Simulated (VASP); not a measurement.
# SnTe in VASP: a series of runs, part 2 of 2

VASP 6.6.1.

## Step 3: Single point, PBEsol

Input file INCAR:

```
PREC = Accurate
ENCUT = 520
EDIFF = 1E-6
ISMEAR = -1
SIGMA = 0.05
LREAL = False
LASPH = True
NELM = 80
ALGO = Normal
ISIF = 2
LWAVE = False
LCHARG = False
GGA = PS
NBANDS = 17
```

Input file KPOINTS:

```
Automatic mesh
0
Gamma
  7 7 7
```

Input file POSCAR:

```
SnTe
1.0
   -0.0315085000      3.1508500000      3.1508500000
    3.1508500000     -0.0315085000      3.1508500000
    3.1193415000      3.1193415000      0.0000000000
Te Sn
1 1
Direct
    0.5000000000      0.5000000000      0.5000000000
    0.0000000000      0.0000000000      0.0000000000
```

Potentials or basis: VASP PAW PBE potentials, release 64 (Te, Sn_d).

Command:

```console
$ cat potpaw_PBE.64/Te/POTCAR potpaw_PBE.64/Sn_d/POTCAR > POTCAR
$ mpirun -np 1 vasp_std > vasp.out
```

OUTCAR:

```text
PREC = Accurate
   ENCUT = 520
   EDIFF = 1E-6
   ISMEAR = -1
   LREAL = False
   LASPH = True
   NELM = 80
   ISIF = 2
   GGA = PS

 ion  position               nearest neighbor table
   1  0.500  0.500  0.500-   2 3.15   2 3.15   2 3.15   2 3.15   2 3.15   2 3.15
   2  0.000  0.000  0.000-   1 3.15   1 3.15   1 3.15   1 3.15   1 3.15   1 3.15

  LATTYP: Found a body centered orthorhombic cell.
 ALAT       =     4.4114150550
 B/A-ratio  =     1.0202020202
 C/A-ratio  =     1.4284985479

  Lattice vectors:

 A1 = (   0.0315085000,  -3.1508500000,  -3.1508500000)
 A2 = (  -0.0315085000,   3.1508500000,  -3.1508500000)
 A3 = (   3.1508500000,  -0.0315085000,   3.1508500000)

Analysis of symmetry for initial positions (statically):
=====================================================================
 Subroutine PRICEL returns:
 Original cell was already a primitive cell.

 Routine SETGRP: Setting up the symmetry group for a
 body centered orthorhombic supercell.

 Subroutine GETGRP returns: Found  8 space group operations
 (whereof  8 operations were pure point group operations)
 out of a pool of  8 trial point group operations.

The static configuration has the point symmetry D_2h.

Analysis of symmetry for dynamics (positions and initial velocities):
=====================================================================
 Subroutine PRICEL returns:
 Original cell was already a primitive cell.

 Routine SETGRP: Setting up the symmetry group for a
 body centered orthorhombic supercell.

 Subroutine GETGRP returns: Found  8 space group operations
 (whereof  8 operations were pure point group operations)
 out of a pool of  8 trial point group operations.

The dynamic configuration has the point symmetry D_2h.

 Subroutine INISYM returns: Found  8 space group operations
 (whereof  8 operations are pure point group operations),
[... 112 lines left out ...]
   EFERMI_NEDOS =   21; number of points for ismear=-14 and -15
   IALGO  =     38    algorithm
   IMIX   =      4    mixing-type and parameters
     AMIX     =   0.40;   BMIX     =  1.00
     AMIX_MAG =   1.60;   BMIX_MAG =  1.00
  volume/ion in A,a.u.               =      31.28       211.07
  Fermi-wavevector in a.u.,A,eV,Ry     =   1.119425  2.115406 17.049621  1.253112
  Thomas-Fermi vector in A             =   2.256064
   LORBIT       =      0    0 simple, 1 ext, 2 COOP (PROOUT), +10 PAW based schemes
   GGA     = PS    functional components
   LHFCALC =     F    Hartree Fock is set to
   AEXX    =    0.0000 exact exchange contribution
   IVDW    =     0    specifies the selected vdW correction
   LEPSILON=     F    determine dielectric tensor
   LRPA    =     F    only Hartree local field effects (RPA)
 non-spin polarized calculation
  energy-cutoff  :      520.00
  volume of cell :       62.56
 maximum number of plane-waves:      1705
 NGX is ok and might be reduce to    36

 number of electron      19.9999998 magnetization

 Free energy of the ion-electron system (eV)
  ---------------------------------------------------
  ext. energy  EPLUGINS =         0.00000000
  ---------------------------------------------------
  free energy    TOTEN  =        -8.34314001 eV

  energy without entropy =       -8.34303380  energy(sigma->0) =       -8.34308691

 E-fermi :   6.8341     XC(G=0):  -9.6558

 val. band max:        6.5678409023   @ k =   0.4286  -0.0000   0.0000
 cond. band min:       7.1139194688   @ k =   0.0000   0.0000   0.4286
 fundamental gap:      0.5460785665
 Fermi energy:         6.8340789720

 k-point     1 :       0.0000    0.0000    0.0000
  band No.  band energies     occupation
      1     -14.9782      2.00000
      2     -14.9782      2.00000
      3     -14.9711      2.00000
      4     -14.9710      2.00000
      5     -14.9708      2.00000
      6      -6.0199      2.00000
[... 457 lines left out ...]
      4     -14.9671      2.00000
      5     -14.9659      2.00000
      6      -5.4203      2.00000
[... 9 lines left out ...]
     16      13.6757      0.00000
     17      15.3925      0.00000

 [... further k-points ...]

------------------------ aborting loop because EDIFF is reached ----------------------------------------

  FORCE on cell =-STRESS in cart. coord.  units (eV):
  Direction    XX          YY          ZZ          XY          YZ          ZX
  --------------------------------------------------------------------------------------
  -------------------------------------------------------------------------------------
  Total       -0.1552343     -0.1552343     -0.1568254      0.1330341      0.0000000      0.0000000
  in kB       -3.9758366     -3.9758366     -4.0165874      3.4072480      0.0000000      0.0000000
  external PRESSURE =      -3.9894202 kB  Pullay stress =       0.0000000 kB

 VOLUME and BASIS-vectors are now :
 -----------------------------------------------------------------------------
  energy-cutoff  :      520.00
  volume of cell :       62.56
      direct lattice vectors                 reciprocal lattice vectors
    -0.031508500  3.150850000  3.150850000    -0.157116177  0.157116177  0.158687338
     3.150850000 -0.031508500  3.150850000     0.157116177 -0.157116177  0.158687338
     3.119341500  3.119341500  0.000000000     0.160290241  0.160290241 -0.158687338

 POSITION                                       TOTAL-FORCE (eV/Angst)
 -----------------------------------------------------------------------------------
      3.11934      3.11934      3.15085         0.000000      0.000000      0.000000
      0.00000      0.00000      0.00000         0.000000      0.000000     -0.000000
 -----------------------------------------------------------------------------------
    total drift:                               -0.000000      0.000000      0.000000

  FREE ENERGIE OF THE ION-ELECTRON SYSTEM (eV)
  ---------------------------------------------------
  free  energy   TOTEN  =        -8.3431400137 eV

  energy  without entropy=       -8.3430338016  energy(sigma->0) =       -8.34308691
```

OSZICAR:

```text
N       E                     dE             d eps       ncg     rms          rms(c)
DAV:   1     0.126040581282E+03    0.12604E+03   -0.95054E+03  2195   0.134E+03
DAV:   2     0.336249939092E+01   -0.12268E+03   -0.11917E+03  2330   0.333E+02
DAV:   3    -0.805962504466E+01   -0.11422E+02   -0.11259E+02  2685   0.893E+01
DAV:   4    -0.838627947473E+01   -0.32665E+00   -0.32640E+00  2628   0.157E+01
DAV:   5    -0.839861891492E+01   -0.12339E-01   -0.12339E-01  3185   0.301E+00    0.484E+00
DAV:   6    -0.834566163583E+01    0.52957E-01   -0.11583E-01  2996   0.265E+00    0.307E+00
DAV:   7    -0.834375526086E+01    0.19064E-02   -0.44866E-02  2797   0.126E+00    0.722E-01
DAV:   8    -0.834309447574E+01    0.66079E-03   -0.69388E-03  2800   0.694E-01    0.159E-01
DAV:   9    -0.834316272235E+01   -0.68247E-04   -0.57691E-04  2947   0.208E-01    0.384E-02
DAV:  10    -0.834314088471E+01    0.21838E-04   -0.75721E-05  2926   0.777E-02    0.208E-02
DAV:  11    -0.834314019415E+01    0.69055E-06   -0.31145E-05  2917   0.461E-02    0.257E-02
DAV:  12    -0.834314001366E+01    0.18049E-06   -0.26763E-06  2342   0.141E-02
   1 F= -.83431400E+01 E0= -.83430869E+01  d E =-.106212E-03
```

stdout:

```text
POSCAR found type information on POSCAR TeSn
 POSCAR found :  2 types and       2 ions
 scaLAPACK will be used
 -----------------------------------------------------------------------------
|                                                                             |
|                                                                             |
|     You enforced a specific xc type in the INCAR file but a different       |
|     I HOPE YOU KNOW WHAT YOU ARE DOING!                                     |
|                                                                             |
 -----------------------------------------------------------------------------

 LDA part: xc-table for (Slater+PW92), standard interpolation
 POSCAR, INCAR and KPOINTS ok, starting setup
 FFT: planning ... GRIDC
 FFT: planning ... GRID_SOFT
 FFT: planning ... GRID
 WAVECAR not read
 entering main loop
```

It took 26 s on 1 thread of Intel Xeon 6975P-C (Granite Rapids), shared host; peak memory 0.24 GiB.

Results:

```yaml
Free_energy: -8.3431 eV
Pressure: -0.4 GPa
Band_gap_on_the_k_mesh: 0.55 eV, indirect (least direct gap 0.64 eV)
```

Stress tensor (GPa, compression positive):
```
-0.40  0.34  0.00
 0.34 -0.40  0.00
 0.00  0.00 -0.40
```

Caveat: the PAW data sets were made with another functional, which shifts forces and pressure a little; spin-orbit coupling is left out, which moves the levels of the heavy elements. A k mesh can miss the band edges.

## Step 4: Single point, PBEsol

Input file INCAR:

```
PREC = Accurate
ENCUT = 520
EDIFF = 1E-6
ISMEAR = -1
SIGMA = 0.05
LREAL = F
LASPH = T
NELM = 80
ALGO = Normal
ISIF = 2
LWAVE = F
LCHARG = F
GGA = PS
NBANDS = 17
```

Input file KPOINTS:

```
regular mesh
0
Gamma
  7 7 7
```

Input file POSCAR:

```
SnTe
1.0
    0.0315085000      3.1508500000      3.1508500000
    3.1508500000      0.0315085000      3.1508500000
    3.1823585000      3.1823585000      0.0000000000
Te Sn
1 1
Direct
    0.5000000000      0.5000000000      0.5000000000
    0.0000000000      0.0000000000      0.0000000000
```

Command:

```console
$ cat potpaw_PBE.64/Te/POTCAR potpaw_PBE.64/Sn_d/POTCAR > POTCAR
$ mpirun -np 1 vasp_std > vasp.out
```

It took 26 s on 1 thread of Intel Xeon 6975P-C (Granite Rapids), shared host; peak memory 0.24 GiB.

Results (log left out):

```
Free energy            : -8.3431 eV
Pressure               : -0.4 GPa
Band gap on the k mesh : 0.55 eV, indirect (least direct gap 0.64 eV)
```

Stress tensor (GPa, compression positive):
```
-0.40 -0.34  0.00
-0.34 -0.40  0.00
 0.00  0.00 -0.40
```

Levels at points of the mesh, in eV from the valence-band top:
```
           k point  band 8  band 9  band 10  band 11  band 12  band 13
(0.00, 0.00, 0.00)   -1.99   -1.90    -1.80     3.54     3.57     3.60
```

Caveat: the PAW data sets were made with another functional, which shifts forces and pressure a little; spin-orbit coupling is left out, which moves the levels of the heavy elements.

## Step 5: Single point, PBEsol

This run uses another cell than the first one, of the same volume but with other edges.

Edit INCAR of step 4 so:

```diff
@@ -2,3 +2,3 @@
 ENCUT = 520
-EDIFF = 1E-6
+EDIFF = 1E-7
 ISMEAR = -1
```

KPOINTS is that of step 4.

Input file POSCAR:

```
SnTe
1.0
    0.0630170000      3.1508500000      3.1508500000
    3.1508500000      0.0630170000      3.1508500000
    3.2138670000      3.2138670000      0.0000000000
Te Sn
1 1
Direct
    0.5000000000      0.5000000000      0.5000000000
    0.0000000000      0.0000000000      0.0000000000
```

Command:

```console
$ cat potpaw_PBE.64/Te/POTCAR potpaw_PBE.64/Sn_d/POTCAR > POTCAR
$ mpirun -np 1 vasp_std > vasp.out
```

It took 34 s on 1 thread of Intel Xeon 6975P-C (Granite Rapids), shared host; peak memory 0.24 GiB.

Results (log left out):

```yaml
Free_energy: -8.3392 eV
Pressure: -0.4 GPa
Band_gap_on_the_k_mesh: 0.43 eV, indirect (least direct gap 0.61 eV)
```

Stress tensor (GPa, compression positive):
```
-0.37 -0.68  0.00
-0.68 -0.37  0.00
 0.00  0.00 -0.39
```

Levels at points of the mesh, in eV from the valence-band top:
```
           k point  band 8  band 9  band 10  band 11  band 12  band 13
(0.00, 0.00, 0.00)   -2.12   -1.95    -1.75     3.48     3.52     3.60
```

Caveat: the PAW data sets were made with another functional, which shifts forces and pressure a little; spin-orbit coupling is left out, which moves the levels of the heavy elements.

## Step 6: Overview

| level | cell | k mesh | gap on the mesh (eV) | pressure (GPa) |
| --- | --- | --- | --- | --- |
| PBE | a = 4.456 Å, angles 60.0°, 2 atoms | 6 × 6 × 6 | 0.10 | 2.2 |
| PBEsol | a = 4.456, b = 4.456, c = 4.411 Å, angles 60.3, 60.3, 60.7°, 2 atoms | 7 × 7 × 7 | 0.55 | -0.4 |
| PBEsol | a = 4.456, b = 4.456, c = 4.501 Å, angles 59.7, 59.7, 59.3°, 2 atoms | 7 × 7 × 7 | 0.55 | -0.4 |
| PBEsol | a = 4.456, b = 4.456, c = 4.545 Å, angles 59.3, 59.3, 58.7°, 2 atoms | 7 × 7 × 7 | 0.43 | -0.4 |

Alike in all rows: task single point; potentials or basis VASP PAW PBE potentials, release 64 (Te, Sn_d); no spin polarisation; cutoff (eV) 520; smearing fermi-dirac 0.05 eV.

Caveats: spin-orbit coupling is left out, which moves the levels of the heavy elements; the PAW data sets were made with another functional, which shifts forces and pressure a little (some runs).

Absolute energies hang on the potentials; compare differences alone.

## Step 7: Against experiment

Step 2. Against the measured gap of SnTe, 0.18 eV (direct; 300 K; a printed reference work, textbook), the calculated 0.10 eV is off by -0.08 eV. Spin-orbit coupling on Sn, Te is left out. The value is that of PBE on a finite k mesh, which can miss the band edges, without temperature or zero-point motion. Semilocal functionals fall short of measured gaps as a rule.
